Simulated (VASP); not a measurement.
# Yb (Im-3m) in VASP: single point with PBE

Aim: the single point of Yb with PBE.

Program: VASP 6.6.1. These are calculated values, not measurements. Logs are shortened: lines on timing, memory, paths and dates and some standing lists are left out, and cuts for length are marked.

## (1) Starting point

Symmetry: Im-3m, No. 229, cubic system. Conventional cell: a = 4.303 Å, b = 4.303 Å, c = 4.303 Å, α = 90.00°, β = 90.00°, γ = 90.00°. Yb (site symmetry m-3m) is surrounded by 8 Yb at 3.73 Å.

This isn't the form of Yb at room conditions, which is fcc.

## (2) Single point, PBE

INCAR

```
ALGO = Normal
EDIFF = 1E-7
ENCUT = 520
GGA = PE
ISIF = 2
ISMEAR = -1
LASPH = T
LCHARG = T
LELF = T
LREAL = F
LVHAR = T
LWAVE = F
NBANDS = 18
NELM = 60
PREC = Accurate
SIGMA = 0.1
```

KPOINTS

```
k-points
0
Gamma
  4 4 4
```

POSCAR

```
Yb
1.0
   -2.1514830000      2.1514830000      2.1514830000
    2.1514830000     -2.1514830000      2.1514830000
    2.1514830000      2.1514830000     -2.1514830000
Yb
1
Direct
    0.0000000000      0.0000000000      0.0000000000
```

Potentials or basis: VASP PAW PBE potentials, release 64 (Yb).

Started as:

```console
> cat potpaw_PBE.64/Yb/POTCAR > POTCAR
> mpirun -np 1 vasp_std > vasp.out
```

OUTCAR:

```text
EDIFF = 1E-7
   ENCUT = 520
   GGA = PE
   ISIF = 2
   ISMEAR = -1
   LASPH = T
   LREAL = F
   NELM = 60
   PREC = Accurate

 ion  position               nearest neighbor table
   1  0.000  0.000  0.000-

  LATTYP: Found a body centered cubic cell.
 ALAT       =     4.3029660000

  Lattice vectors:

 A1 = (  -2.1514830000,   2.1514830000,   2.1514830000)
 A2 = (   2.1514830000,  -2.1514830000,   2.1514830000)
 A3 = (   2.1514830000,   2.1514830000,  -2.1514830000)

Analysis of symmetry for initial positions (statically):
=====================================================================
 Subroutine PRICEL returns:
 Original cell was already a primitive cell.

 Routine SETGRP: Setting up the symmetry group for a
 body centered cubic supercell.

 Subroutine GETGRP returns: Found 48 space group operations
 (whereof 48 operations were pure point group operations)
 out of a pool of 48 trial point group operations.

The static configuration has the point symmetry O_h .

Analysis of symmetry for dynamics (positions and initial velocities):
=====================================================================
 Subroutine PRICEL returns:
 Original cell was already a primitive cell.

 Routine SETGRP: Setting up the symmetry group for a
 body centered cubic supercell.

 Subroutine GETGRP returns: Found 48 space group operations
 (whereof 48 operations were pure point group operations)
 out of a pool of 48 trial point group operations.

The dynamic configuration has the point symmetry O_h .

 Subroutine INISYM returns: Found 48 space group operations
 (whereof 48 operations are pure point group operations),
 and found     1 'primitive' translations

----------------------------------------------------------------------------------------

                                     Primitive cell

  volume of cell :      39.8358

  direct lattice vectors                    reciprocal lattice vectors
    -2.151483000  2.151483000  2.151483000     0.000000000  0.232397839  0.232397839
     2.151483000 -2.151483000  2.151483000     0.232397839  0.000000000  0.232397839
     2.151483000  2.151483000 -2.151483000     0.232397839  0.232397839  0.000000000

  length of vectors
     3.726477868  3.726477868  3.726477868     0.328660176  0.328660176  0.328660176

  position of ions in fractional coordinates (direct lattice)
     0.000000000  0.000000000  0.000000000
[... 53 lines left out ...]
   ISPIN  =      1    spin polarized calculation?
   LNONCOLLINEAR =      F non collinear calculations
   LSORBIT =      F    spin-orbit coupling
   LASPH  =      T    aspherical Exc in radial PAW
   ENCUT  =  520.0 eV  38.22 Ry    6.18 a.u.   6.93  6.93  6.93*2*pi/ulx,y,z
   NELM   =     60;   NELMIN=  2; NELMDL= -5     # of ELM steps
   EDIFF  = 0.1E-06   stopping-criterion for ELM
   LREAL  =      F    real-space projection
   EDIFFG = 0.1E-05   stopping-criterion for IOM
   NSW    =      0    number of steps for IOM
   IBRION =     -1    ionic relax: 0-MD 1-quasi-New 2-CG
   NFREE  =      0    steps in history (QN), initial steepest desc. (CG)
   ISIF   =      2    stress and relaxation
   ISYM   =      2    0-nonsym 1-usesym 2-fastsym
   POTIM  = 0.5000    time-step for ionic-motion
   TEBEG  =    0.0;   TEEND  =   0.0 temperature during run
   PSTRESS=    0.0 pullay stress
   NELECT =      24.0000    total number of electrons
   NUPDOWN=      -1.0000    fix difference up-down
   EMIN   =  10.00;   EMAX   =-10.00  energy-range for DOS
   EFERMI =   0.00;   METHOD = LEGACY
   ISMEAR =    -1;   SIGMA  =   0.10  broadening in eV -4-tet -1-fermi 0-gaus
   EFERMI_NEDOS =   21; number of points for ismear=-14 and -15
   IALGO  =     38    algorithm
   IMIX   =      4    mixing-type and parameters
     AMIX     =   0.40;   BMIX     =  1.00
     AMIX_MAG =   1.60;   BMIX_MAG =  1.00
  volume/ion in A,a.u.               =      39.84       268.83
  Fermi-wavevector in a.u.,A,eV,Ry     =   1.382677  2.612880 26.011550  1.911795
  Thomas-Fermi vector in A             =   2.507346
   LORBIT       =      0    0 simple, 1 ext, 2 COOP (PROOUT), +10 PAW based schemes
   GGA     = PE    functional components
   LHFCALC =     F    Hartree Fock is set to
   AEXX    =    0.0000 exact exchange contribution
   IVDW    =     0    specifies the selected vdW correction
   LEPSILON=     F    determine dielectric tensor
   LRPA    =     F    only Hartree local field effects (RPA)
 non-spin polarized calculation
  energy-cutoff  :      520.00
  volume of cell :       39.84
 maximum number of plane-waves:      1088
   NGX = 13   NGY = 13   NGZ = 13

 number of electron      24.0000000 magnetization

 Free energy of the ion-electron system (eV)
  ---------------------------------------------------
  ext. energy  EPLUGINS =         0.00000000
  ---------------------------------------------------
  free energy    TOTEN  =        -3.58115406 eV

  energy without entropy =       -3.47604725  energy(sigma->0) =       -3.52860065

 E-fermi :   1.2350     XC(G=0):  -9.0110

 val. band max:        1.0133853610   @ k =   0.5000   0.5000   0.2500
 cond. band min:       1.2578384832   @ k =   0.5000   0.5000   0.2500
 fundamental gap:      0.2444531222
 Fermi energy:         1.2349692841

 k-point     1 :       0.0000    0.0000    0.0000
  band No.  band energies     occupation
      1     -50.6621      2.00000
      2     -22.8834      2.00000
      3     -22.8834      2.00000
      4     -22.8834      2.00000
      5      -3.6658      2.00000
      6       0.6895      1.99149
[... 145 lines left out ...]
      5       0.6887      1.99155
      6       0.7198      1.98849
[... 10 lines left out ...]
     17       7.4747      0.00000
     18       7.4747      0.00000

------------------------ aborting loop because EDIFF is reached ----------------------------------------

  FORCE on cell =-STRESS in cart. coord.  units (eV):
  Direction    XX          YY          ZZ          XY          YZ          ZX
  --------------------------------------------------------------------------------------
  -------------------------------------------------------------------------------------
  Total       -0.6267297     -0.6267297     -0.6267297      0.0000000      0.0000000     -0.0000000
  in kB      -25.2067659    -25.2067659    -25.2067659      0.0000000      0.0000000     -0.0000000
  external PRESSURE =     -25.2067659 kB  Pullay stress =       0.0000000 kB

 VOLUME and BASIS-vectors are now :
 -----------------------------------------------------------------------------
  energy-cutoff  :      520.00
  volume of cell :       39.84
      direct lattice vectors                 reciprocal lattice vectors
    -2.151483000  2.151483000  2.151483000     0.000000000  0.232397839  0.232397839
     2.151483000 -2.151483000  2.151483000     0.232397839  0.000000000  0.232397839
     2.151483000  2.151483000 -2.151483000     0.232397839  0.232397839  0.000000000

 POSITION                                       TOTAL-FORCE (eV/Angst)
 -----------------------------------------------------------------------------------
      0.00000      0.00000      0.00000        -0.000000      0.000000      0.000000
 -----------------------------------------------------------------------------------
    total drift:                               -0.000000     -0.000000     -0.000000

  FREE ENERGIE OF THE ION-ELECTRON SYSTEM (eV)
  ---------------------------------------------------
  free  energy   TOTEN  =        -3.5811540592 eV

  energy  without entropy=       -3.4760472479  energy(sigma->0) =       -3.52860065
```

stdout:

```text
POSCAR found type information on POSCAR Yb
 POSCAR found :  1 types and       1 ions
 scaLAPACK will be used
 LDA part: xc-table for (Slater+PW92), standard interpolation
 POSCAR, INCAR and KPOINTS ok, starting setup
 FFT: planning ... GRIDC
 FFT: planning ... GRID_SOFT
 FFT: planning ... GRID
 WAVECAR not read
 entering main loop
```

It took 55 s on 1 thread of Intel Xeon Platinum 8175M at 2.50GHz (Skylake/Cascade Lake), shared host; peak memory 0.16 GiB.

What came out:

```yaml
Free_energy: -3.5812 eV
Pressure: -2.5 GPa
Band_gap_on_the_k_mesh: none (metal or under the smearing width)
```

Caveat: the k mesh is coarse (spacing up to 0.52 Å⁻¹), so the values aren't converged. Spin-orbit coupling is left out, which matters for the levels of Yb.
